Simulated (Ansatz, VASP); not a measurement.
# One calculation of TiS2, two programs

```
CELL_PARAMETERS angstrom
3.35707 0.00000 0.00000
-1.67854 2.90731 0.00000
0.00000 0.00000 16.55940
ATOMIC_POSITIONS crystal
Ti 0.33333 0.66667 0.50000
Ti 0.33333 0.66667 0.83333
Ti 0.33333 0.66667 0.16667
S 0.66667 0.33333 0.58641
S 0.66667 0.33333 0.91974
S 0.66667 0.33333 0.25308
S 0.00000 0.00000 0.74692
S 0.00000 0.00000 0.08026
S 0.00000 0.00000 0.41359
```

Alike in both runs: functional PBE; dispersion D3(BJ); k mesh 12 × 12 × 2; occupations fermi-dirac, width 0.15 eV; no spin polarisation.

Ansatz relaxed the structure, and its values are those at the end. VASP's run is a single point on that final structure, the one shown.

```csv
,VASP,Ansatz
version,VASP 6.6.1,Ansatz 0.2.0
potentials or method,"VASP PAW PBE potentials, release 64 (Ti_sv, S)","scalar-relativistic, plane waves, PAW"
plane-wave cutoff (eV),520,420
valence electrons in the cell,72,72
```

Ansatz gave:

| Property | Result |
| --- | --- |
| gap on the k mesh at the Fermi level (eV) | none |
| pressure (GPa) | 0.0 |

Q: Which values does VASP return?

A: gap on the k mesh at the Fermi level (eV): none; pressure (GPa): -0.1.

A gap of «none» marks a metal or a gap that the smearing closes. The functional is the same, so the differences come from potentials, cutoffs and numerics.

Caveats: pairwise dispersion overbinds metals, which lowers pressure and volume.
